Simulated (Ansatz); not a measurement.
BaO, a slab with vacuum:

```
CELL_PARAMETERS angstrom
3.88909 0.00000 0.00000
-1.94454 3.36805 0.00000
0.00000 0.00000 26.11399
ATOMIC_POSITIONS crystal
O 0.33333 0.66667 0.28720
Ba 0.66667 0.33333 0.34800
O 0.00000 0.00000 0.40880
Ba 0.33333 0.66667 0.46960
O 0.66667 0.33333 0.53040
Ba 0.00000 0.00000 0.59120
O 0.33333 0.66667 0.65200
Ba 0.66667 0.33333 0.71280
```

The cell isn't the ideal one: the (1 1 1) slab of BaO, cut from the database cell, not relaxed.

Below is the output of Ansatz 0.2.0 for this cell. Logs are shortened: lines on timing, memory, paths and dates and some standing lists are left out, and cuts for length are marked.

```text
Warning: RAYON_NUM_THREADS=4 ignored (pool sized by the plan → 4); use --threads N
scf.n_extra_bands = 20 over 32 filled bands (N_el = 64.0): the run solves 52 bands
Engine: ansatz 0.2.0, aarch64-unknown-linux-gnu
Pseudopotentials: kind: paw
Pseudopotential: O, paw, valence charge 6, recommended cutoff 420 eV (normal), O.paw.azcp
Pseudopotential: Ba, paw, valence charge 10, recommended cutoff 420 eV (normal), Ba.paw.azcp
Functional definition: PBEsol
  exchange = pbesol_x
  correlation = pbesol_c
Crystal: 8 atoms, lattice volume = 342.058 Å³
Basis set: ecut = 420 eV, 6747 PW (Γ), exchange–correlation on 54×54×360 points (8 copies of the dense FFT grid, shifted against one another)
Bands: 52, of which v1, the nominal top of the filled ones, is band 32 counted from 1 (31 counted from 0)
Symmetry: 6 space group operations
Space group: P3m1 (ITA 156), of the structure as read, at distance tolerance 7.0e-5 Å
k-points: 10 of 64 (time reversal used)
Non-local potential: O, projectors of the file, l = 0: 2, l = 1: 2, l = 2: 1
Non-local potential: Ba, projectors of the file, l = 0: 3, l = 1: 2, l = 2: 2, l = 3: 2
PAW form: soft (Blöchl's): semilocal exchange-correlation on the pseudo side does not see the compensation charge
[... 49 lines left out ...]
  E_xc         = -960.989520
  E_vxc        = -919.071632  (∫ρ·V_xc dr)
  E_paw        = -21168.355747  (= ΣΔE_a)
  E_vpaw       = -286.956740  (= ΣTr[D̂ρ^β])
  E_aug_tail   = 0.009430  (compensation charges beyond the density's cutoff)
  E_efield     = 0.039026  (sawtooth field / dipole correction)
  E_vefield    = -2.502945  (∫n·V_field dr)
  E_ewald      = 12611.188923
  E_core_change = 0.746884  (= ΣΔE_core)
  E_smearing   = -0.121146  (= −TS)
  E_closure    = -0.000000  (closes the sum)
  Σ components = -25699.248885   (vs F -25699.248885, Δ=0.00e0)
--- Forces (eV/Å), atoms counted from 1 ---
  atom   1  O      0.00000000    -0.00000000     2.09221290
  atom   2  Ba     0.00000000    -0.00000000    -2.46146775
  atom   3  O      0.00000000    -0.00000000     0.77177422
  atom   4  Ba     0.00000000    -0.00000000    -0.65775394
  atom   5  O      0.00000000    -0.00000000     0.63588239
  atom   6  Ba     0.00000000    -0.00000000    -0.64298222
  atom   7  O      0.00000000     0.00000000     0.79336283
  atom   8  Ba    -0.00000000     0.00000000    -0.53111261
  max |Σ_I F_I| component: 8.42e-5 eV/Å
--- Band table (eV; the first three rows and the last of 10) ---
  k-point 0: bands = ["-26.9583", "-25.4505", "-24.6778", "-23.6978", "-15.9805", "-14.8722", "-14.0882", "-12.9325", "-11.8552", "-11.5760", "-11.5760", "-10.1882", "-10.1071", "-10.1071", "-9.4012", "-9.3359", "-9.3359", "-8.3589", "-8.3589", "-8.3218", "-2.1659", "-1.6937", "-1.6937", "-0.9546", "-0.5791", "-0.5791", "-0.0086", "0.2399", "0.2399", "0.9970", "1.4728", "1.7472", "1.7472", "2.5794", "4.2285", "4.2285", "4.4429", "4.5212", "5.1654", "5.4474", "5.5908", "5.5908", "6.0018", "6.3958", "6.3958", "6.6008", "6.9236", "6.9236", "7.0274", "7.2448", "8.1188", "8.1300"]
  k-point 1: bands = ["-26.9349", "-25.4237", "-24.6518", "-23.6725", "-15.9790", "-14.8815", "-14.1125", "-12.9520", "-11.9537", "-11.6624", "-11.6227", "-10.2905", "-10.2034", "-10.1594", "-9.4953", "-9.4233", "-9.3857", "-8.4764", "-8.4061", "-8.3674", "-1.9946", "-1.7157", "-1.6533", "-0.8084", "-0.5899", "-0.5452", "0.0888", "0.2347", "0.2649", "1.2281", "1.4854", "1.7323", "1.7522", "2.6423", "3.6878", "4.4649", "4.4834", "4.7740", "5.0181", "5.3837", "5.6806", "5.8058", "6.0130", "6.3358", "6.5234", "6.8985", "6.9891", "7.1356", "7.4268", "7.5532", "8.0055", "8.1324"]
  k-point 2: bands = ["-26.8775", "-25.3578", "-24.5880", "-23.6102", "-15.9953", "-14.9125", "-14.1649", "-12.9872", "-12.2176", "-11.8176", "-11.7324", "-10.6136", "-10.3325", "-10.2814", "-9.7828", "-9.5445", "-9.5022", "-8.7320", "-8.5168", "-8.4729", "-1.8757", "-1.6036", "-1.5900", "-0.7085", "-0.4824", "-0.4668", "0.1699", "0.3305", "0.3633", "1.4717", "1.7368", "1.7736", "1.7816", "2.3755", "3.6268", "4.0675", "4.9360", "5.0611", "5.1739", "5.5590", "5.9101", "6.3645", "6.4044", "6.6159", "6.8835", "7.0371", "7.5849", "7.7457", "7.8334", "8.0272", "8.3790", "8.3974"]
  k-point 9: bands = ["-26.7770", "-25.2417", "-24.4751", "-23.4998", "-16.0588", "-14.9781", "-14.2371", "-13.0265", "-12.5022", "-12.1354", "-12.0288", "-10.8685", "-10.6782", "-10.6547", "-10.0064", "-9.8478", "-9.8247", "-8.9353", "-8.8125", "-8.7016", "-1.6960", "-1.5727", "-1.4739", "-0.5344", "-0.4009", "-0.3531", "0.3556", "0.4443", "0.5045", "1.5100", "1.7974", "1.8569", "2.5607", "2.9405", "3.7745", "4.3485", "4.7739", "5.5119", "5.8788", "6.0534", "6.2400", "6.6044", "7.1515", "7.2538", "7.6585", "7.8425", "7.9962", "8.2884", "8.4335", "8.6446", "8.8051", "8.8406"]
```

What input gives this log?

Band structure with PBEsol, no spin polarisation. The files as run (others can give the same):

input.yaml
```yaml
crystal:
  lattice:
    - [3.8890872965, 0.0, 0.0]
    - [-1.9445436483, 3.3680483963, 0.0]
    - [0.0, 0.0, 26.1139926819]
  atoms:
    - { symbol: O, position: [0.3333333333, 0.6666666667, 0.2872023475] }
    - { symbol: Ba, position: [0.6666666667, 0.3333333333, 0.3480016768] }
    - { symbol: O, position: [0.0, 0.0, 0.4088010061] }
    - { symbol: Ba, position: [0.3333333333, 0.6666666667, 0.4696003354] }
    - { symbol: O, position: [0.6666666667, 0.3333333333, 0.5303996646] }
    - { symbol: Ba, position: [0.0, 0.0, 0.5911989939] }
    - { symbol: O, position: [0.3333333333, 0.6666666667, 0.6519983232] }
    - { symbol: Ba, position: [0.6666666667, 0.3333333333, 0.7127976525] }
hamiltonian:
  xc: pbesol
  pseudopotentials: { kind: paw }
kpoints:
  mp_grid: { grid: [8, 8, 1] }
  band_path:
    path:
      - [0.0, 0.0, 0.0]
      - [0.5, 0.0, 0.0]
      - [0.3333333333, 0.3333333333, 0.0]
      - [0.0, 0.0, 0.0]
    npoints: 10
scf:
  occupations: { method: fermi_dirac, width: 0.05 }
  n_extra_bands: 20
output:
  forces: true
  eigenvalues: true
  fatbands: true
efield:
  axis: 3
  dipole_correction: true
  ramp_width: 0.04
```

Potentials or basis: Ansatz PAW.
The run is started by
```sh
$ ansatz run input.yaml --threads 4 --pin off --max-ram 11264MiB --backend cpu --events-out ev --progress --plain --runs-dir out
```

Caveat: spin-orbit coupling is left out, which moves the levels of the heavy elements; the PAW data sets come from PBE, with cores solved anew for the run's functional, which leaves a small shift of forces and pressure.
